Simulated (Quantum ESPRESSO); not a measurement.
# HgTe (Coloradoite) (F-43m) in Quantum ESPRESSO: a series of runs, part 2 of 2

Quantum ESPRESSO 7.5. The steps go on from the part before.

### Step 3. Single point, LDA, 31.22 Å³/atom

pw.in

```
&CONTROL
  calculation = 'scf'
  prefix = 'pwscf'
  outdir = './tmp'
  pseudo_dir = './pseudo'
  tprnfor = .true.
  tstress = .true.
  disk_io = 'nowf'
/
&SYSTEM
  ibrav = 0
  nat = 2
  ntyp = 2
  ecutwfc = 80
  nbnd = 26
  occupations = 'smearing'
  smearing = 'fd'
  degauss = 0.00367493
/
&ELECTRONS
  conv_thr = 4d-10
  electron_maxstep = 120
  mixing_beta = 0.5
/
ATOMIC_SPECIES
Hg   200.5920 Hg.upf
Te   127.6000 Te.upf
CELL_PARAMETERS angstrom
   0.0000000000    3.1488795465    3.1488795465
   3.1488795465    0.0000000000    3.1488795465
   3.1488795465    3.1488795465    0.0000000000
ATOMIC_POSITIONS crystal
Hg     0.0000000000    0.0000000000    0.0000000000
Te     0.7500000000    0.7500000000    0.7500000000
K_POINTS automatic
7 7 7 0 0 0
```

Potentials or basis: PseudoDojo 0.4.1 SR LDA standard.

Run with:

```console
> OMP_NUM_THREADS=1 pw.x -in pw.in > pw.out
```

It took 34 s on 1 thread of Arm Neoverse V2, shared host; peak memory 0.13 GiB.

It converged, with:

```
Free energy            : -7384.0702 eV
Pressure               : 3.7 GPa
Band gap on the k mesh : none (metal or under the smearing width)
```

### Step 4. Single point, LDA, 31.89 Å³/atom

pw.in: that of step 3 with these lines changed.

```diff
@@ -28,5 +28,5 @@
 CELL_PARAMETERS angstrom
-   0.0000000000    3.1488795465    3.1488795465
-   3.1488795465    0.0000000000    3.1488795465
-   3.1488795465    3.1488795465    0.0000000000
+   0.0000000000    3.1710554852    3.1710554852
+   3.1710554852    0.0000000000    3.1710554852
+   3.1710554852    3.1710554852    0.0000000000
 ATOMIC_POSITIONS crystal
```

Run with:

```console
> OMP_NUM_THREADS=1 pw.x -in pw.in > pw.out
```

Wall time 40 s (1 thread of Arm Neoverse V2, shared host); peak memory 0.13 GiB.

Results (log left out):

```yaml
Free_energy: -7384.0954 eV
Pressure: 2.4 GPa
Band_gap_on_the_k_mesh: none (metal or under the smearing width)
```

### Step 5. Single point, LDA, 32.55 Å³/atom

pw.in: that of step 4 with these lines changed.

```diff
@@ -28,5 +28,5 @@
 CELL_PARAMETERS angstrom
-   0.0000000000    3.1710554852    3.1710554852
-   3.1710554852    0.0000000000    3.1710554852
-   3.1710554852    3.1710554852    0.0000000000
+   0.0000000000    3.1929255244    3.1929255244
+   3.1929255244    0.0000000000    3.1929255244
+   3.1929255244    3.1929255244    0.0000000000
 ATOMIC_POSITIONS crystal
```

Run with:

```console
> OMP_NUM_THREADS=1 pw.x -in pw.in > pw.out
```

Run time: 41 s. Hardware: 1 thread of Arm Neoverse V2, shared host; peak memory 0.13 GiB.

The run converged. Its results:

* Free energy: -7384.1104 eV
* Pressure: 1.2 GPa
* Band gap on the k mesh: none (metal or under the smearing width)

### Step 6. Single point, LDA, 33.22 Å³/atom

pw.in: that of step 5 with these lines changed.

```diff
@@ -28,5 +28,5 @@
 CELL_PARAMETERS angstrom
-   0.0000000000    3.1929255244    3.1929255244
-   3.1929255244    0.0000000000    3.1929255244
-   3.1929255244    3.1929255244    0.0000000000
+   0.0000000000    3.2145000000    3.2145000000
+   3.2145000000    0.0000000000    3.2145000000
+   3.2145000000    3.2145000000    0.0000000000
 ATOMIC_POSITIONS crystal
```

Potentials or basis: PseudoDojo 0.4.1 SR LDA standard.

Run with:

```console
> OMP_NUM_THREADS=1 pw.x -in pw.in > pw.out
```

Run time: 41 s. Hardware: 1 thread of Arm Neoverse V2, shared host; peak memory 0.14 GiB.

The run converged. Its results:

```yaml
Free_energy: -7384.1163 eV
Pressure: 0.2 GPa
Band_gap_on_the_k_mesh: none (metal or under the smearing width)
```

### Step 7. Single point, LDA, 33.88 Å³/atom

pw.in: that of step 6 with these lines changed.

```diff
@@ -28,5 +28,5 @@
 CELL_PARAMETERS angstrom
-   0.0000000000    3.2145000000    3.2145000000
-   3.2145000000    0.0000000000    3.2145000000
-   3.2145000000    3.2145000000    0.0000000000
+   0.0000000000    3.2357886999    3.2357886999
+   3.2357886999    0.0000000000    3.2357886999
+   3.2357886999    3.2357886999    0.0000000000
 ATOMIC_POSITIONS crystal
```

Run with:

```console
> OMP_NUM_THREADS=1 pw.x -in pw.in > pw.out
```

It took 42 s on 1 thread of Arm Neoverse V2, shared host; peak memory 0.14 GiB.

It converged, with:

```yaml
Free_energy: -7384.1141 eV
Pressure: -0.7 GPa
Band_gap_on_the_k_mesh: none (metal or under the smearing width)
```

### Step 8. Single point, LDA, 34.54 Å³/atom

pw.in: that of step 7 with these lines changed.

```diff
@@ -28,5 +28,5 @@
 CELL_PARAMETERS angstrom
-   0.0000000000    3.2357886999    3.2357886999
-   3.2357886999    0.0000000000    3.2357886999
-   3.2357886999    3.2357886999    0.0000000000
+   0.0000000000    3.2568009036    3.2568009036
+   3.2568009036    0.0000000000    3.2568009036
+   3.2568009036    3.2568009036    0.0000000000
 ATOMIC_POSITIONS crystal
```

Run with:

```console
> OMP_NUM_THREADS=1 pw.x -in pw.in > pw.out
```

Run time: 42 s. Hardware: 1 thread of Arm Neoverse V2, shared host; peak memory 0.14 GiB.

Results (log left out):

| Item | Value |
| --- | --- |
| Free energy | -7384.1048 eV |
| Pressure | -1.5 GPa |
| Band gap on the k mesh | none (metal or under the smearing width) |

### Step 9. Single point, LDA, 35.21 Å³/atom

pw.in: that of step 8 with these lines changed.

```diff
@@ -28,5 +28,5 @@
 CELL_PARAMETERS angstrom
-   0.0000000000    3.2568009036    3.2568009036
-   3.2568009036    0.0000000000    3.2568009036
-   3.2568009036    3.2568009036    0.0000000000
+   0.0000000000    3.2775454177    3.2775454177
+   3.2775454177    0.0000000000    3.2775454177
+   3.2775454177    3.2775454177    0.0000000000
 ATOMIC_POSITIONS crystal
```

Potentials or basis: PseudoDojo 0.4.1 SR LDA standard.

Run with:

```console
> OMP_NUM_THREADS=1 pw.x -in pw.in > pw.out
```

It took 38 s on 1 thread of Arm Neoverse V2, shared host; peak memory 0.14 GiB.

Results (log left out):

```
Free energy            : -7384.0892 eV
Pressure               : -2.3 GPa
Band gap on the k mesh : none (metal or under the smearing width)
```

### Step 10. Equation of state, LDA

No new run: the results of the series are fitted here.

What came out:

| Quantity | Value |
| --- | --- |
| Equilibrium volume | 33.36 Å³/atom |
| Bulk modulus | 48 GPa |
| Pressure derivative of the bulk modulus | 5.1 |

Energy against volume, from the lowest point:
```tsv
volume (Å³/atom)	energy (meV/atom)
31.223	23.07
31.887	10.43
32.551	2.94
33.215	0.00
33.880	1.10
34.544	5.75
35.208	13.57
```

### Step 11. Against experiment

Step 10. Measured bulk modulus of HgTe: 43 GPa (a printed reference work, monograph). This calculation gives 48 GPa (+10.5 %). The fit is for a static lattice scaled at fixed shape and fixed fractional positions.
